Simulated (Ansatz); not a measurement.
Consider the substitution at a C–O bond: `O=C[O][SnH3]` + `CC(C)(C)O` → `CC(C)(C)OC=O` + `[OH][SnH3]`.

Computed with Ansatz on PBE0-D4/def2-TZVP structures; ΔE is electronic, products minus reactants. CCSD(T)/CBS is the MP2 limit (def2-TZVPP, def2-QZVPP) plus CCSD(T) − MP2 in def2-TZVPP, frozen cores. DFT in def2-TZVPP. HSE06 is defined as in plane-wave codes. def2 core potentials past Kr. For Sn outer-core shells are correlated without core-valence functions, which leaves a few kJ/mol of doubt a bond. One conformer a species, not always the lowest.

```tsv
level	ΔE (kcal/mol)
B97M-V	7.0
revPBE	7.8
HSE06	7.6
CAM-B3LYP	6.7
HF/def2-SVP	9.1
CCSD/def2-SVP	8.6
MP2/def2-TZVPP	6.4
CCSD(T)/def2-TZVPP	6.7
```

Question: What does CCSD(T)/CBS give? (Estimate.)

Answer: The calculation gave: +6.8 kcal/mol. The listed levels differ from it by 0.2, 1.0, 0.8, -0.1, 2.3, 1.8, -0.4, -0.1 kcal/mol.

Largest T1 diagnostic among the species: 0.017.

Leaving LDA and LC-ωPBE aside and taking each functional with its dispersion term where it has one, the values, not all of them listed here, spread over 1.1 kcal/mol, from BLYP-D4 to PBE-QIDH. At CCSD(T), def2-SVP lies +1.7 kcal/mol from the extrapolated value and def2-TZVPP −0.1 kcal/mol.

CCSD(T)/CBS has its own doubt, a few kJ/mol and more with outer-core shells, so smaller differences from it don't rank the levels.
